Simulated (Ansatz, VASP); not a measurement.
**SnO: VASP beside Ansatz**

INCAR

```
PREC = Accurate ; ENCUT = 520
EDIFF = 1E-7 ; ISMEAR = 0
SIGMA = 0.05 ; LREAL = F
LASPH = T ; NELM = 100
ALGO = Fast ; ISIF = 2
LWAVE = F ; LCHARG = F
LDIPOL = T ; IDIPOL = 3
DIPOL = 0.5 0.5 0.401 ; GGA = PE
IVDW = 12 ; NBANDS = 50
```

KPOINTS

```
Automatic mesh
0
Gamma
  7 7 1
```

The input POSCAR:

```
SnO
1.0
    3.8206509079      0.0000053603      0.0000000000
   -0.0000052472      3.8206509079      0.0000000000
    0.0000000000      0.0000000000     22.2280089981
Sn O
4 4
Direct
    0.9998502662      0.9998502662      0.2024472817
    0.4998491692      0.4998491692      0.3087997895
    0.4998491692      0.8748491692      0.4932517573
    0.9998502662      1.3748502662      0.5996042650
    0.9998512723      0.4998508145      0.2556235141
    0.4998508145      0.9998512723      0.2556235141
    0.4998481630      1.3748486208      0.5464279896
    0.9998486208      0.8748481630      0.5464279896
```

Input for Ansatz:

```yaml
crystal:
  lattice:
    - [3.8206509079, 5.3603e-06, 0.0]
    - [-5.2472e-06, 3.8206509079, 0.0]
    - [0.0, 0.0, 22.2280089981]
  atoms:
    - { symbol: Sn, position: [0.9998502662, 0.9998502662, 0.2024472817] }
    - { symbol: O, position: [0.9998512723, 0.4998508145, 0.2556235141] }
    - { symbol: O, position: [0.4998508145, 0.9998512723, 0.2556235141] }
    - { symbol: Sn, position: [0.4998491692, 0.4998491692, 0.3087997895] }
    - { symbol: Sn, position: [0.4998491692, 0.8748491692, 0.4932517573] }
    - { symbol: O, position: [0.499848163, 1.3748486208, 0.5464279896] }
    - { symbol: O, position: [0.9998486208, 0.874848163, 0.5464279896] }
    - { symbol: Sn, position: [0.9998502662, 1.3748502662, 0.599604265] }
basis:
  ecutwfc: 420
kpoints:
  mp_grid: { grid: [7, 7, 1] }
hamiltonian:
  xc: pbe
  dispersion: d3bj
scf:
  occupations: { method: gaussian, width: 0.05 }
output:
  forces: true
  eigenvalues: true
efield:
  axis: 3
  dipole_correction: true
  ramp_width: 0.04
```

Alike in both runs: task single point; functional PBE; dispersion D3(BJ); k mesh 7 × 7 × 1; occupations gaussian, width 0.05 eV; no spin polarisation.

|  | VASP | Ansatz |
| --- | --- | --- |
| version | VASP 6.6.1 | Ansatz 0.2.0 |
| potentials or method | VASP PAW PBE potentials, release 64 (Sn_d, O) | scalar-relativistic, plane waves, PAW |
| plane-wave cutoff (eV) | 520 | 420 |
| valence electrons in the cell | 80 | 80 |

Ansatz gave:

* gap on the k mesh at the Fermi level (eV): 2.40
* least direct gap on the mesh (eV): 2.58
* rms of the force components (eV/Å): 0.012

Task: What did VASP give for the same quantities?

Result: gap on the k mesh at the Fermi level (eV): 2.39; least direct gap on the mesh (eV): 2.54; rms of the force components (eV/Å): 0.037.

Ansatz warned: «structure_snapped_to_symmetry».

Caveats: spin-orbit coupling is left out, which moves the levels of the heavy elements.
